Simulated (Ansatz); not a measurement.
**Ionic part of the dielectric constant of SiC at 8 GPa, mode by mode**

The calculation used DFT PBE, scalar-relativistic, plane waves, PAW (Ansatz 0.2.0). Cutoff 420 eV, 12×12×12 k-points (Γ-centred), fixed occupations. No spin polarisation. Phonons by linear response, acoustic sum rule imposed.

It takes space group F-43m (No. 216, cubic). Conventional cell: a = 4.329 Å, b = 4.329 Å, c = 4.329 Å, α = 90.00°, β = 90.00°, γ = 90.00°. Si (site symmetry -43m) is surrounded by 4 C at 1.87 Å. Around C (site symmetry -43m) lie 4 Si at 1.87 Å.

The primitive cell has V = 20.28 Å³ and ε∞,zz = 6.909. Each polar mode adds Δε = (4.92064×10⁷/V)·S/ν² along z, with S its oscillator strength in e²/amu, ν in cm⁻¹ and V in Å³.

Problem. From these modes, find each Δε and ε0,zz.
| ν (cm⁻¹) | S_zz (e²/amu) |
| --- | --- |
| 806.1 | 0.8844 |

Solution.
```csv
ν (cm⁻¹),Δε
806.1,3.30
```

The sum is 3.302, so ε0,zz = 10.21; the run's tensor has 10.21.

Problem. Where do the longitudinal modes lie for a wave vector along z?

Solution. At 980 cm⁻¹. The Lyddane–Sachs–Teller product Π(ν_LO/ν_TO)² = 1.48 matches ε0/ε∞ = 1.48.

Cost: 1 run of about 0.39 core-minutes, on Intel Xeon Platinum 8488C (Sapphire Rapids) (shared hosts).

The static response of SiC here is mainly electronic: the lattice adds 3.30 to an ε∞ of 6.909. All of the ionic part comes from the zone-centre optical mode in which the Si and C sublattices move against each other, and cubic symmetry makes it the same in every direction. Charge transfer towards the more electronegative carbon gives this mode its oscillator strength. Stiff, short sp³ bonds and the light carbon atom keep its frequency high, but only the stiffness limits the static displacement in a field, since the mass cancels from the static response. The same polarity lifts the longitudinal mode to 980 cm⁻¹ through the macroscopic field, which the electrons partly screen.

The Lyddane–Sachs–Teller agreement shows that the frequencies and the dielectric tensor are mutually consistent, not that either is accurate. The electronic constant lies above the known ambient value, although compression normally lowers it in SiC; the likely cause is the too small band gap of the semilocal functional. A single pressure doesn't show how compression divides its effect between bond stiffening and changes in the dynamical charges.
